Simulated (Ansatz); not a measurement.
Crystal: TiO.

```xyz
2
Lattice="0.0000 2.4693 2.4693 2.4693 0.0000 2.4693 2.4693 2.4693 0.0000" Properties=species:S:1:pos:R:3 pbc="T T T"
Ti    0.0000    0.0000    0.0000
O     1.2346    1.2346    1.2346
```

The cell comes from a database or a generator and needn't be the stable form of this composition.

```yaml
Program: Ansatz 0.2.0
Task: relaxation of cell and atoms
Functional: HSE06
Potentials_or_basis: Ansatz PAW
Cutoff: "420 eV (not typed: the program's choice for these potentials)"
k_mesh: 5 × 5 × 5
Occupations: fermi-dirac, width 0.05 eV
Spin: no spin polarisation
```

At the start: volume 15.06 Å³/atom.

Task: How do energy, volume and symmetry change on relaxing?

Result: It ends after 8 steps and the volume is 12.11 Å³/atom (-19.6 %); space group F-43m (No. 216, to 0.05 Å).

Step by step:
| step | energy change (eV) | largest force (eV/Å) | volume (Å³) |
| --- | --- | --- | --- |
| 1 | 0.0000 | 0.0000 | 30.11 |
| 2 | -0.5223 | 0.0000 | 25.92 |
| 3 | -0.5761 | 0.0000 | 23.61 |
| 4 | -0.5849 | 0.0000 | 24.25 |
| 5 | -0.5849 | 0.0000 | 24.27 |
| 6 | -0.5802 | 0.0000 | 24.27 |
| 7 | -0.5803 | 0.0000 | 24.22 |
| 8 | -0.5803 | 0.0000 | 24.22 |

Final structure:
```
Ti O
1.0
     0.00000    2.29644    2.29644
     2.29644    0.00000    2.29644
     2.29644    2.29644    0.00000
Ti O
1 1
Cartesian
  0.0000 0.0000 0.0000
  1.1482 1.1482 1.1482
```

Caveat: the k mesh is coarse (spacing up to 0.44 Å⁻¹), so the values aren't converged, least of all with exact exchange; the volume moved by over 15 % at a fixed basis, so the end points are rough; the plane-wave basis is chosen anew once the cell has moved, so the energies of steps on either side of that aren't comparable; the pressure holds a Pulay correction of +0.4 GPa for the finite cutoff; the PAW data sets come from PBE, with cores solved anew for the run's functional, which leaves a small shift of forces and pressure.
